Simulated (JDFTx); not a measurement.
Wanted: the native input for a JDFTx 1.7.0 (patched build) run.

```yaml
Task: relaxation of cell and atoms
Functional: PBE
Potentials_or_basis: Ansatz-NC-SR-PBE with smoothed tails
Cutoff: 898 eV
Density_cutoff: 3592 eV
k_mesh: 10 × 10 × 10
Occupations: fermi-dirac, width 0.05 eV
Spin: no spin polarisation
Local_potential_set_to_-Z/r_beyond: 6 bohr
Bands: 11
Density_cutoff_over_wavefunction_cutoff: 4
Max_SCF_steps: 100
SCF_threshold_on_the_energy: 1e-09 Ha
Solver_of_the_electrons: scf
Further_solve_for_the_empty_bands: no
```

The system is Zr.

```
CELL_PARAMETERS angstrom
-1.81000 1.81000 1.81000
1.81000 -1.81000 1.81000
1.81000 1.81000 -1.81000
ATOMIC_POSITIONS crystal
Zr 0.00000 0.00000 0.00000
```

This isn't the form of Zr at room conditions, which is hcp.

One way to write it, as run:

Zr.in

```
lattice \
   -3.4204042856     3.4204042856     3.4204042856 \
    3.4204042856    -3.4204042856     3.4204042856 \
    3.4204042856     3.4204042856    -3.4204042856
coords-type Lattice
ion Zr     0.0000000000     0.0000000000     0.0000000000 1

ion-species pseudo/Zr.upf
elec-cutoff 33
elec-ex-corr gga-PBE
kpoint-folding 10 10 10
elec-smearing Fermi 0.0018374661
elec-n-bands 11
electronic-SCF nIterations 100 energyDiffThreshold 1e-09
electronic-minimize nIterations 30 energyDiffThreshold 1e-7
forces-output-coords Cartesian
lattice-minimize nIterations 40 energyDiffThreshold 1e-6

dump-name run.$VAR
dump End Ecomponents EigStats BandEigs Kpoints Forces Stress
```

Potentials or basis: Ansatz-NC-SR-PBE with smoothed tails.

Run with:

```sh
$ jdftx -c 1 -i Zr.in -o Zr.out
```

It gave:

```json
{
  "Relaxed volume": "22.74 Å³/atom",
  "Relaxed cell": "a = 3.091 Å, b = 3.091 Å, c = 3.091 Å, α = 109.47°, β = 109.47°, γ = 109.47°",
  "Space group after relaxing (to 0.05 Å)": "Im-3m (No. 229)",
  "Energy gained by relaxing": "10.6 meV/atom",
  "Ionic steps": "5",
  "Pressure after relaxing": "0.0 GPa",
  "Band gap on the k mesh": "none (metal or under the smearing width)"
}
```

Wall time 61 s on 1 thread of Arm Neoverse V1, with other jobs on the host, peak memory 0.06 GiB.
